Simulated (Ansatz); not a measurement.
The cell below belongs to a search over invented structures; it isn't taken from experiment.

Input and command of a plane-wave DFT calculation in Ansatz:

```yaml
crystal:
  lattice:
    - [5.0685766896, 0.0, 0.0]
    - [0.0, 5.0685766896, 0.0]
    - [0.0, 0.0, 5.0685766896]
  atoms:
    - { symbol: Sn, position: [0.625, 0.625, 0.625] }
    - { symbol: Sn, position: [0.875, 0.375, 0.125] }
    - { symbol: Sn, position: [0.375, 0.125, 0.875] }
    - { symbol: Sn, position: [0.125, 0.875, 0.375] }
basis:
  ecutwfc: 420
kpoints:
  mp_grid: { grid: [10, 10, 10] }
hamiltonian:
  xc: pbe
scf:
  occupations: { method: gaussian, width: 0.1 }
output:
  forces: true
  stress: true
  eigenvalues: true
relax:
  adjacent_minimum: "off"
  f_tol: 0.01
  max_steps: 80
  cell: { stress_tol: 0.05 }
```

```bash
ansatz run input.yaml --threads 1 --pin off --max-ram 2560MiB --backend cpu --events-out ev --progress --plain --runs-dir out
```

Processor: Arm Neoverse V2, 1 thread, on a host shared with other jobs.

**Question.** Estimate time, memory and problem size.

**Answer.** About 71 s, peak memory 0.45 GiB. It solves 34 bands at 56 k points (after reduction by symmetry) with about 2517 plane waves (on the last cell), in 17 SCF iterations over 3 ionic steps.
